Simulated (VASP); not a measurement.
MgI₂ (strained measured structure), PBE single-point calculation: Ansatz's output and VASP's

```
CELL_PARAMETERS angstrom
4.15664 0.00000 0.00000
-2.07832 3.59975 0.00000
0.00000 0.00000 7.00487
ATOMIC_POSITIONS crystal
Mg 0.00000 0.00000 0.00000
I 0.33333 0.66667 0.23902
I 0.66667 0.33333 0.76098
```

Ansatz printed

```
SCF 1 converged in 6 iterations: F = -16952.794815 eV  dr2 = 7.15e-8
  greatest PAW one-centre occupation: 1.000 electrons in one spin orbital (limit 2), on the Mg atom at site 0 (counted from 0), in its partial waves of l = 0
NSCF: frozen V_eff on 7 k-points
SCF converged after 6 iterations
Free energy (F): -16952.794815 eV
Harris-Foulkes:  -16952.794815 eV  (|F-HF|=4.21e-8)
Internal energy: -16952.794815 eV  (E = F + TS)
E sigma→0 (E₀):  -16952.794815 eV
Fermi energy:    6.396864 eV
--- Per-component energies (eV) ---
  E_band       = -1134.627504
  E_kinetic    = 453.831828
  E_local      = -5929.794736  (includes V_loc(G=0)·N_el)
  E_nonlocal   = -85.647879
  E_hartree    = 2792.743505
  E_xc         = -285.190201
  E_vxc        = -294.717460  (∫ρ·V_xc dr)
  E_paw        = -9926.293223  (= ΣΔE_a)
  E_vpaw       = -863.771660  (= ΣTr[D̂ρ^β])
  E_aug_tail   = -0.000031  (compensation charges beyond the density's cutoff)
  E_ewald      = -3972.444077
  E_smearing   = -0.000000  (= −TS)
  E_closure    = -0.000000  (closes the sum)
  Σ components = -16952.794815   (vs F -16952.794815, Δ=0.00e0)
--- Forces (eV/Å), atoms counted from 1 ---
  atom   1  Mg     0.00000000    -0.00000000     0.00000000
  atom   2  I      0.00000000     0.00000000     0.00874484
  atom   3  I      0.00000000    -0.00000000    -0.00874484
  max |Σ_I F_I| component: 1.16e-18 eV/Å
--- Stress (GPa, compression-positive) ---
        0.928371       0.000000      -0.000000
        0.000000       0.928371      -0.000000
       -0.000000      -0.000000       0.906402
  P = ⅓ Tr σ = 0.9210 GPa (9.210 kbar)
--- Band table (eV; the first three rows and the last of 69) ---
  k-point 0: bands = ["-70.5761", "-38.9735", "-38.9735", "-38.9732", "-38.9732", "-38.9622", "-38.9622", "-38.9618", "-38.9618", "-38.9569", "-38.9566", "-37.3290", "-37.3290", "-37.3285", "-7.3674", "-6.7033", "1.1962", "4.2394", "4.2394", "4.5807", "4.5943", "4.5943", "8.3532", "9.4718", "11.3855", "11.3855"]
  k-point 1: bands = ["-70.5761", "-38.9735", "-38.9735", "-38.9732", "-38.9732", "-38.9621", "-38.9621", "-38.9618", "-38.9618", "-38.9568", "-38.9566", "-37.3290", "-37.3290", "-37.3285", "-7.3146", "-6.7747", "1.4835", "3.9774", "4.2731", "4.2731", "4.5589", "4.5589", "8.8432", "9.5107", "11.3035", "11.3035"]
  k-point 2: bands = ["-70.5761", "-38.9735", "-38.9735", "-38.9732", "-38.9732", "-38.9621", "-38.9621", "-38.9619", "-38.9619", "-38.9568", "-38.9567", "-37.3290", "-37.3290", "-37.3285", "-7.2437", "-6.8639", "1.9265", "3.2862", "4.3186", "4.3186", "4.5118", "4.5118", "9.2812", "9.5329", "11.2325", "11.2325"]
  k-point 68: bands = ["-70.5761", "-38.9730", "-38.9728", "-38.9728", "-38.9728", "-38.9623", "-38.9622", "-38.9622", "-38.9620", "-38.9562", "-38.9562", "-37.3299", "-37.3299", "-37.3280", "-6.5077", "-6.5077", "1.5173", "1.9628", "1.9628", "2.5011", "4.0731", "4.0731", "9.4125", "10.4514", "10.4514", "12.0269"]
```

Each program uses its own PAW datasets. VASP's cell holds 16 valence electrons and Ansatz's 44. Ansatz's stress includes a Pulay correction; VASP's doesn't.

**Question.** What does VASP give for the same cell and level of theory?

**Answer.** gap between bands v and c 3.56 eV; least direct gap 3.74 eV; pressure 0.9 GPa.

From OUTCAR

```
k-points           NKPTS =     69   k-points in BZ     NKDIM =     69   number of bands    NBANDS=     15

   NELECT =      16.0000    total number of electrons

   dimension x,y,z NGX =    32 NGY =   32 NGZ =   54
   dimension x,y,z NGXF=    64 NGYF=   64 NGZF=  108

  energy-cutoff  :      520.00
  volume of cell :      104.81
      direct lattice vectors                 reciprocal lattice vectors
     4.156637795 -0.000000000  0.000000000     0.240579057  0.138898383  0.000000000
    -2.078318898  3.599753925  0.000000000     0.000000000  0.277796766  0.000000000
     0.000000000  0.000000000  7.004873533     0.000000000  0.000000000  0.142757752

 k-points in reciprocal lattice and weights: KPOINTS created by Atomic Simulation Env
   0.00000000  0.00000000  0.00000000       0.002
   0.08333333  0.00000000  0.00000000       0.010
   0.16666667  0.00000000  0.00000000       0.010
   0.25000000  0.00000000  0.00000000       0.010
   0.33333333  0.00000000  0.00000000       0.010
   0.41666667  0.00000000  0.00000000       0.010
   0.50000000  0.00000000  0.00000000       0.005
   0.08333333  0.08333333  0.00000000       0.010
   ...

 E-fermi :   2.4557

 k-point     1 :       0.0000    0.0000    0.0000
  band No.  band energies     occupation
      1      -9.9142      2.00000
      2      -9.2503      2.00000
      3      -1.3501      2.00000
      4       1.6936      2.00000
      5       1.6936      2.00000
      6       2.0365      2.00000
      7       2.0480      2.00000
      8       2.0480      2.00000
      9       5.7921      0.00000
     10       6.9111      0.00000
     11       8.8074      0.00000
     12       8.8074      0.00000
     13       9.4888      0.00000
     14      10.2575      0.00000
     15      10.2575      0.00000

 k-point     2 :       0.0833    0.0000    0.0000
  band No.  band energies     occupation
      1      -9.8782      2.00000
      2      -9.2306      2.00000
      3      -1.3011      2.00000
      4       1.3929      2.00000
      5       1.5994      2.00000
      6       1.7788      2.00000
      7       2.0216      2.00000
      8       2.0411      2.00000
      9       6.1039      0.00000
     10       7.2051      0.00000
     11       8.4251      0.00000
     12       8.9241      0.00000
     13       9.7591      0.00000
     14       9.9778      0.00000
     15      10.3808      0.00000

 k-point     3 :       0.1667    0.0000    0.0000
  band No.  band energies     occupation
      1      -9.7754      2.00000
      2      -9.1772      2.00000
      3      -1.1653      2.00000
      4       0.7081      2.00000
      5       1.2039      2.00000
      6       1.3887      2.00000
      7       1.9595      2.00000
      8       1.9869      2.00000
      9       6.6488      0.00000
     10       7.5175      0.00000
     11       8.3118      0.00000
     12       9.1769      0.00000
     13       9.2992      0.00000
     14      10.1431      0.00000
     15      10.6716      0.00000

 k-point     4 :       0.2500    0.0000    0.0000
  band No.  band energies     occupation
      1      -9.6219      2.00000
      2      -9.1072      2.00000
      3      -0.9983      2.00000
      4      -0.0110      2.00000
      5       0.6078      2.00000
      6       1.1543      2.00000
      7       1.8321      2.00000
      8       1.8834      2.00000
      9       6.5888      0.00000
     10       7.5423      0.00000
     11       8.4779      0.00000
     12       9.2385      0.00000
     13       9.2996      0.00000
     14      10.1925      0.00000
     15      10.9542      0.00000

 k-point     5 :       0.3333    0.0000    0.0000
  band No.  band energies     occupation
      1      -9.4458      2.00000
      2      -9.0464      2.00000
      3      -1.0325      2.00000
      4      -0.4467      2.00000
      5       0.2107      2.00000
      6       0.9539      2.00000
      7       1.6281      2.00000
      8       1.7698      2.00000
      9       6.1616      0.00000
     10       7.5628      0.00000
     11       8.0549      0.00000
     12       9.2329      0.00000
     13       9.6206      0.00000
     14      10.7589      0.00000
     15      11.1205      0.00000

 k-point     6 :       0.4167    0.0000    0.0000
  band No.  band energies     occupation
      1      -9.2892      2.00000
      2      -9.0199      2.00000
      3      -1.3215      2.00000
      4      -0.6186      2.00000
      5       0.2122      2.00000
      6       0.8218      2.00000
      7       1.3782      2.00000
      8       1.6851      2.00000
      9       5.8463      0.00000
     10       7.4769      0.00000
     11       7.7517      0.00000
     12       9.1373      0.00000
     13       9.8860      0.00000
     14      11.0041      0.00000
     15      11.7751      0.00000

 ...

  Total        0.5696866      0.5696866      0.5615133      0.0000000     -0.0000000      0.0000000
  in kB        8.7082583      8.7082583      8.5833211      0.0000000     -0.0000000      0.0000000
  external PRESSURE =       8.6666126 kB  Pullay stress =       0.0000000 kB

 POSITION                                       TOTAL-FORCE (eV/Angst)
 -----------------------------------------------------------------------------------
      0.00000      0.00000      0.00000        -0.000000      0.000000      0.000000
      0.00000      2.39984      1.67428         0.000000     -0.000000     -0.001328
      2.07832      1.19992      5.33059        -0.000000     -0.000000      0.001328
 -----------------------------------------------------------------------------------
    total drift:                               -0.000000      0.000000     -0.000000

  FREE ENERGIE OF THE ION-ELECTRON SYSTEM (eV)
  ---------------------------------------------------
  free  energy   TOTEN  =        -7.7117418794 eV

  energy  without entropy=       -7.7117418794  energy(sigma->0) =       -7.71174188
```
